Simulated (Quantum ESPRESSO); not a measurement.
A run of Quantum ESPRESSO 7.5:

The input pw.in:

```
&CONTROL
  calculation = 'scf'
  prefix = 'pwscf'
  outdir = './tmp'
  pseudo_dir = './pseudo'
  tprnfor = .true.
  tstress = .true.
  disk_io = 'low'
/
&SYSTEM
  ibrav = 0
  nat = 2
  ntyp = 2
  ecutwfc = 54
  ecutrho = 324
  nbnd = 20
  occupations = 'smearing'
  smearing = 'mv'
  degauss = 0.01469973
  nspin = 2
  starting_magnetization(1) = 0.2667
  starting_magnetization(2) = 0
/
&ELECTRONS
  conv_thr = 4d-10
  electron_maxstep = 120
  mixing_beta = 0.3
/
ATOMIC_SPECIES
Mn    54.9380 Mn.GGA_PBE-JTH.UPF
S     32.0600 S.GGA_PBE-JTH.UPF
CELL_PARAMETERS bohr
   0.0000000000    4.6741684414    4.6741684414
   4.6741684414    0.0000000000    4.6741684414
   4.6741684414    4.6741684414    0.0000000000
ATOMIC_POSITIONS bohr
Mn     0.0000000000    0.0000000000    0.0000000000
S      7.0112526621    7.0112526621    7.0112526621
K_POINTS automatic
6 6 6 0 0 0
```

Contents of scf2.in:

```
&CONTROL
  calculation = 'scf'
  prefix = 'pwscf'
  outdir = './tmp'
  pseudo_dir = './pseudo'
  tprnfor = .true.
  tstress = .true.
  disk_io = 'low'
/
&SYSTEM
  ibrav = 0
  nat = 2
  ntyp = 2
  ecutwfc = 54
  ecutrho = 324
  nbnd = 20
  occupations = 'smearing'
  smearing = 'mv'
  degauss = 0.01469973
  nspin = 2
  starting_magnetization(1) = 0.2667
  starting_magnetization(2) = 0
/
&ELECTRONS
  conv_thr = 1d-13
  electron_maxstep = 120
  mixing_beta = 0.3
  startingpot = 'file'
  startingwfc = 'file'
/
ATOMIC_SPECIES
Mn    54.9380 Mn.GGA_PBE-JTH.UPF
S     32.0600 S.GGA_PBE-JTH.UPF
CELL_PARAMETERS bohr
   0.0000000000    4.6741684414    4.6741684414
   4.6741684414    0.0000000000    4.6741684414
   4.6741684414    4.6741684414    0.0000000000
ATOMIC_POSITIONS bohr
Mn     0.0000000000    0.0000000000    0.0000000000
S      7.0112526621    7.0112526621    7.0112526621
K_POINTS automatic
6 6 6 0 0 0
```

ph.in

```
phonons of MnS
&INPUTPH
  prefix = 'pwscf'
  outdir = './tmp'
  tr2_ph = 1d-18
  fildyn = 'dyn'
  niter_ph = 90
  alpha_mix(1) = 0.4
/
0.0000000000 0.0000000000 0.0000000000
```

dynmat.in

```
&INPUT
  fildyn = 'dyn'
  asr = 'crystal'
  filout = 'dynmat.disp'
  fileig = 'dynmat.eig'
/
```

Potentials or basis: JTH 2.0 PBE.

Run with:

```console
$ OMP_NUM_THREADS=1 mpirun -n 4 pw.x -nk 4 -in pw.in > pw.out
$ OMP_NUM_THREADS=1 mpirun -n 4 pw.x -nk 4 -in scf2.in > scf2.out
$ OMP_NUM_THREADS=1 mpirun -n 4 ph.x -nk 4 -in ph.in > ph.out
$ OMP_NUM_THREADS=1 mpirun -n 1 dynmat.x -in dynmat.in > dynmat.out
```

Hardware: 4 MPI ranks on Intel(R) Xeon(R) Processor @ 2.50GHz (Skylake/Cascade Lake), with other jobs on the host.

Problem. How long does it take, and how much memory?

Solution. It took 8.8 min on 4 MPI ranks on Intel(R) Xeon(R) Processor @ 2.50GHz (Skylake/Cascade Lake), with other jobs on the host, peak memory 0.76 GiB a rank. Counts: scf iterations 95, k pools 4, bands 20, k points 16, g dense 20107.
